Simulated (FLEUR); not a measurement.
Crystal: KCl (Sylvite).

```
CELL_PARAMETERS angstrom
0.00000 3.14647 3.14647
3.14647 0.00000 3.14647
3.14647 3.14647 0.00000
ATOMIC_POSITIONS crystal
K 0.00000 0.00000 0.00000
Cl 0.50000 0.50000 0.50000
```

Base run:

| Item | Value |
| --- | --- |
| Program | FLEUR MaX-R8.1 (later development tree) |
| Functional | LDA |
| Potentials or basis | all-electron |
| Basis | FLAPW |
| Kmax | 4.1 1/bohr |
| k mesh | 7 × 7 × 7 |
| Occupations | fermi-dirac, width 0.05 eV |
| Spin | no spin polarisation |

Its results: band gap on the k mesh 4.75 eV, direct.

Task: The run is repeated on the same cell with these changes: functional from LDA to PBEsol. What comes out?

Result: Band gap on the k mesh 5.03 eV, direct.
